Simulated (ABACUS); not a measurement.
# As (R-3m) in ABACUS: further runs, part 2 of 2

ABACUS 3.10.1. The steps go on from the part before.

## (3) Relaxation of cell and atoms, PBE

File INPUT:

```
INPUT_PARAMETERS
suffix              As
calculation         cell-relax
basis_type          lcao
pseudo_dir          ./
orbital_dir         ./
symmetry            1
dft_functional      pbe
ecutwfc             100
pseudo_rcut         10
nspin               1
nbands              18
ks_solver           genelpa
smearing_method     fd
smearing_sigma      0.00367493
scf_thr             1e-07
scf_nmax            100
mixing_type         broyden
mixing_beta         0.7
cal_force           1
cal_stress          1
out_mul             1
relax_nmax          60
force_thr_ev        0.005
relax_method        cg
out_stru            1
stress_thr          0.2
```

File STRU:

```
ATOMIC_SPECIES
As 74.9216 33_As_15_1.8_2.1_pbe_n_v1.0.upf

NUMERICAL_ORBITAL
As_confined-atom_7au_1s1p1d.orb

LATTICE_CONSTANT
1.8897261246

LATTICE_VECTORS
1.8807968987 1.0858785957 3.5140619945
-1.8807968987 1.0858785957 3.5140619945
0.0000000000 -2.1717571915 3.5140619945

ATOMIC_POSITIONS
Cartesian

As
0.0
2
0.0000000000 0.0000000000 2.3825340323 1 1 1
0.0000000000 -0.0000000001 8.1596519512 1 1 1
```

File KPT:

```
K_POINTS
0
Gamma
8 8 8 0 0 0
```

Potentials or basis: SPMS ONCV 1.0 PBE, SZ LCAO (the cutoffs set its grid).

On the command line:

```bash
OMP_NUM_THREADS=1 mpirun -np 4 abacus > log
```

running log:

```text
ABACUS v3.10.1

               Atomic-orbital Based Ab-initio Computation at UStc

 ------------------------------------------------------------------------------------

 READING GENERAL INFORMATION
                           global_out_dir = OUT.As/
                           global_in_card = INPUT
                               pseudo_dir = ./
                              orbital_dir = ./
                                    DSIZE = 4
                                    GSIZE = 1

 READING UNITCELL INFORMATION
                                    ntype = 1
                  lattice constant (Bohr) = 1.88973
              lattice constant (Angstrom) = 1

 READING ATOM TYPE 1
                               atom label = As
                      L=0, number of zeta = 1
                      L=1, number of zeta = 1
                      L=2, number of zeta = 1
             number of atom for this type = 2

                        TOTAL ATOM NUMBER = 2
CARTESIAN COORDINATES ( UNIT =       1.889726124600 Bohr ).
    atom                   x                   y                   z     mag                  vx                  vy                  vz
tauc_As1            0.0000000000        0.0000000000        2.3825340323  0.0000        0.0000000000        0.0000000000        0.0000000000
tauc_As2            0.0000000000       -0.0000000001        8.1596519512  0.0000        0.0000000000        0.0000000000        0.0000000000

                          Volume (Bohr^3) = 290.59
                             Volume (A^3) = 43.0609

 Lattice vectors: (Cartesian coordinate: in unit of a_0)
              +1.8808            +1.08588            +3.51406
              -1.8808            +1.08588            +3.51406
                   +0            -2.17176            +3.51406
 Reciprocal vectors: (Cartesian coordinate: in unit of 2 pi/a_0)
            +0.265845           +0.153486           +0.094857
            -0.265845           +0.153486           +0.094857
                   +0           -0.306971           +0.094857
 The esolver type has been set to : ksdft_lcao

                PAO radial cut off (Bohr) = 10

 Read in pseudopotential file is 33_As_15_1.8_2.1_pbe_n_v1.0.upf
                     pseudopotential type = NC
          exchange-correlation functional = PBE
                 nonlocal core correction = 1
                        valence electrons = 15
                                     lmax = 2
                           number of zeta = 3
                     number of projectors = 6
                           L of projector = 0
                           L of projector = 0
                           L of projector = 1
                           L of projector = 1
                           L of projector = 2
                           L of projector = 2
     initial pseudo atomic orbital number = 18

 SETUP THE ELECTRONS NUMBER
            electron number of element As = 15
      total electron number of element As = 30
            AUTOSET number of electrons:  = 30
                           occupied bands = 15
                                   NLOCAL = 18
                                   NBANDS = 18
                                   NBANDS = 18
                                   NLOCAL = 18

%%%%%%%%%%%%%%%%%%%%%%%%%%%%%%%%%%%%%%%%%%%%%%%%%%%%%%%%%%%%%%%%%%%%%%%%%%%%%%%%%%%%%%%%%%%%%%%%%%%%%%%%%%
 Warning: the number of valence electrons in pseudopotential > 5 for As: [Ar] 3d10 4s2 4p3
 Pseudopotentials with additional electrons can yield (more) accurate outcomes, but may be less efficient.
 If you're confident that your chosen pseudopotential is appropriate, you can safely ignore this warning.
%%%%%%%%%%%%%%%%%%%%%%%%%%%%%%%%%%%%%%%%%%%%%%%%%%%%%%%%%%%%%%%%%%%%%%%%%%%%%%%%%%%%%%%%%%%%%%%%%%%%%%%%%%

 SETUP THE PLANE WAVE BASIS
 energy cutoff for charge/potential (unit:Ry) = 400
            fft grid for charge/potential = [ 50, 50, 50 ]
                        fft grid division = [ 5, 5, 5 ]
        big fft grid for charge/potential = [ 10, 10, 10 ]
                                     nbxx = 300
                                     nrxx = 37500

 SETUP PLANE WAVES FOR CHARGE/POTENTIAL
[... 41 lines left out ...]
                                    IBRAV = 7
                                  BRAVAIS = TRIGONAL (RHOMBOEDRIC) CELL
                       LATTICE CONSTANT A = 4.131
                               COS(ALPHA) = 0.585425
Original cell was already a primitive cell.
                        ROTATION MATRICES = 12
              PURE POINT GROUP OPERATIONS = 12
                   SPACE GROUP OPERATIONS = 12
                                       C2 = 3
                                       C3 = 2
                                       C4 = 0
                                       C6 = 0
                                       S1 = 3
                                       S3 = 0
                                       S4 = 0
                                       S6 = 2
                              POINT GROUP = D_3d
                                       C2 = 3
                                       C3 = 2
                                       C4 = 0
                                       C6 = 0
                                       S1 = 3
                                       S3 = 0
                                       S4 = 0
                                       S6 = 2
               POINT GROUP IN SPACE GROUP = D_3d

 SETUP K-POINTS
                                    nspin = 1
                   Input type of k points = Monkhorst-Pack(Gamma)
                                   nkstot = 512
                       right hand lattice = 1
(for reciprocal lattice: )
                             BRAVAIS TYPE = 7
                     BRAVAIS LATTICE NAME = 07. Rhombohedral (Trigonal) cell
                                    ibrav = 7
                       right hand lattice = 1
(for k-lattice: )
                             BRAVAIS TYPE = 7
                     BRAVAIS LATTICE NAME = 07. Rhombohedral (Trigonal) cell
                                    ibrav = 7
                       right hand lattice = 1
                        ROTATION MATRICES = 12
                               nkstot_ibz = 65
K-POINTS REDUCTION ACCORDING TO SYMMETRY
     IBZ    DIRECT_X    DIRECT_Y    DIRECT_Z  WEIGHT  ibz2bz
       1  0.00000000  0.00000000  0.00000000  0.0020       0
       2  0.12500000  0.00000000  0.00000000  0.0117       1
       3  0.25000000  0.00000000  0.00000000  0.0117       2
       4  0.37500000  0.00000000  0.00000000  0.0117       3
       5  0.50000000  0.00000000  0.00000000  0.0059       4
       6  0.12500000  0.12500000  0.00000000  0.0117       9
[... 22 lines left out ...]
      29  0.25000000  0.25000000  0.12500000  0.0117      82
      30  0.37500000  0.25000000  0.12500000  0.0234      83
[... 35 further k points ...]

                               nkstot now = 65
[... K-POINTS DIRECT COORDINATES: 65 rows ...]

           k-point number in this process = 65
       minimum distributed K point number = 65
[... stars of the k points ...]

[... K-POINTS CARTESIAN COORDINATES: 65 rows ...]

[... K-POINTS DIRECT COORDINATES: 65 rows ...]

 SETUP PLANE WAVES FOR WAVE FUNCTIONS
     energy cutoff for wavefunc (unit:Ry) = 100
              fft grid for wave functions = [ 50, 50, 50 ]
                    number of plane waves = 6281
                         number of sticks = 465

 PARALLEL PW FOR WAVE FUNCTIONS
     PROC   COLUMNS(POT)             PW
        1            116           1571
        2            116           1570
        3            116           1570
        4            117           1570
 --------------- sum -------------------
        4            465           6281

 SET NONLOCAL PSEUDOPOTENTIAL PROJECTORS
 max number of nonlocal projetors among all species is 6

 -------------------------------------------
 STEP OF RELAXATION : 1
 -------------------------------------------

 SETUP SEARCHING RADIUS FOR PROGRAM TO SEARCH ADJACENT ATOMS
                  longest orb rcut (Bohr) = 7
   longest nonlocal projector rcut (Bohr) = 2.14
                     search radius (Bohr) = 18.3
              searching radius is (Bohr)) = 18.3
         searching radius unit is (Bohr)) = 1.89
                         PeriodicBoundary = 1
                        Radius(unit:lat0) = 9.67
                                   glayer = [ 5, 5, 5 ]
                             glayer_minus = [ 4, 4, 4 ]

Find the coordinate range of the input atom(unit:lat0).
                                  min_tau = [ -15, -17.4, -39.8 ]
                                  max_tau = [ 15, 17.4, 50.3 ]
                                BoxNumber = [ 9, 9, 9 ]

 SETUP EXTENDED REAL SPACE GRID FOR GRID INTEGRATION
                          real space grid = [ 50, 50, 50 ]
                 big cell numbers in grid = [ 10, 10, 10 ]
             meshcell numbers in big cell = [ 5, 5, 5 ]
                        extended fft grid = [ 12, 12, 12 ]
                dimension of extened grid = [ 35, 35, 35 ]
                            UnitCellTotal = 125
              Atom number in sub-FFT-grid = 2
    Local orbitals number in sub-FFT-grid = 18
                                ParaV.nnr = 4255
                                 init_chg = atomic

 LCAO ALGORITHM --------------- ION=   1  ELEC=   1--------------------------------

 Density error is 0.0219126117682
----------------------------------------------------------
     Energy           Rydberg                 eV
----------------------------------------------------------
 E_KohnSham     -395.7166513008      -5384.0012511705
 E_Harris       -395.7022828192      -5383.8057579480
 E_Fermi        0.9064867781         12.3333853438
----------------------------------------------------------
[... 940 lines left out ...]
 Largest gradient in stress is 0.150510 kbar.
 Threshold is 0.200000 kbar.

 Relaxation is converged!

 --------------------------------------------
 !FINAL_ETOT_IS -5384.4235543948589111 eV
 --------------------------------------------
```

It took 16 s on 4 MPI ranks of Intel Xeon Platinum 8488C (Sapphire Rapids), shared host; peak memory 0.36 GiB.

The run converged, but some of its settings lie outside the range that counts as converged, so its numbers aren't taken as properties of the crystal.

What came out:

```yaml
Free_energy: -5384.4236 eV
Relaxed_volume: 24.82 Å³/atom
Relaxed_cell: a = 4.304 Å, b = 4.304 Å, c = 4.304 Å, α = 54.86°, β = 54.86°, γ = 54.86°
Space_group_after_relaxing_to_0.05_Å: R-3m (No. 166)
Energy_gained_by_relaxing: 198.2 meV/atom
Ionic_steps: 9
Pressure_after_relaxing: 0.0 GPa
Largest_force_after_relaxing: 0.003 eV/Å
```

Caveat: the atomic orbitals were generated for these runs and aren't a published set; the volume moved by over 15 % at a fixed basis, so the end points are rough; the volume moved by +15 % from the deposited cell, more than functionals usually miss; the basis of atomic orbitals isn't converged, which shifts pressures, moduli and gaps.

## (4) Single point, revTPSS

File INPUT:

```
INPUT_PARAMETERS
suffix              As
calculation         scf
basis_type          pw
pseudo_dir          ./
symmetry            1
dft_functional      MGGA_X_REVTPSS+MGGA_C_REVTPSS
ecutwfc             97
pseudo_rcut         10
nspin               1
nbands              15
ks_solver           dav
smearing_method     fd
smearing_sigma      0.00367493
scf_thr             1e-08
scf_nmax            100
mixing_type         broyden
mixing_beta         0.7
cal_force           1
cal_stress          1
mixing_tau          1
out_chg             1
kpar                4
```

Changes to STRU since step 3:

```diff
@@ -1,6 +1,3 @@
 ATOMIC_SPECIES
-As 74.9216 33_As_15_1.8_2.1_pbe_n_v1.0.upf
-
-NUMERICAL_ORBITAL
-As_confined-atom_7au_1s1p1d.orb
+As 74.9216 As_ONCV_PBE-1.2.upf
```

File KPT:

```
K_POINTS
0
Gamma
6 6 6 0 0 0
```

Potentials or basis: SG15 ONCV 1.2 PBE, plane waves.

On the command line:

```bash
OMP_NUM_THREADS=1 mpirun -np 4 abacus > log
```

Run time: 30 s. Hardware: 4 MPI ranks of Intel Xeon 6975P-C (Granite Rapids), shared host; peak memory 0.48 GiB.

It converged, with:

| Property | Result |
| --- | --- |
| Free energy | -344.5175 eV |
| Pressure | 3.6 GPa |
| Largest force | 0.401 eV/Å |
| Band gap on the k mesh | none (metal or under the smearing width) |

Forces on the atoms (eV/Å):
```
As   0.000  0.000  0.401
As   0.000  0.000 -0.401
```

Stress tensor (GPa, compression positive):
```
3.81 0.00 0.00
0.00 3.81 0.00
0.00 0.00 3.11
```

Levels at points of the mesh, in eV from the Fermi level:
```tsv
k point	band 2	band 3	band 4	band 5	band 6	band 7	band 8	band 9
(0.00, 0.00, 0.00)	-5.96	-2.53	-2.04	-2.04	1.62	2.94	2.94	6.96
(0.50, 0.00, 0.00)	-11.31	-2.91	-2.91	-0.50	-0.35	0.37	1.46	8.84
(0.50, 0.50, 0.00)	-9.90	-6.15	-4.30	-4.20	1.30	5.56	6.91	7.39
(0.50, 0.50, 0.50)	-10.23	-1.81	-1.81	-0.63	0.82	0.82	1.73	7.87
```

Caveat: the potentials were made for another functional, which shifts forces and pressure.
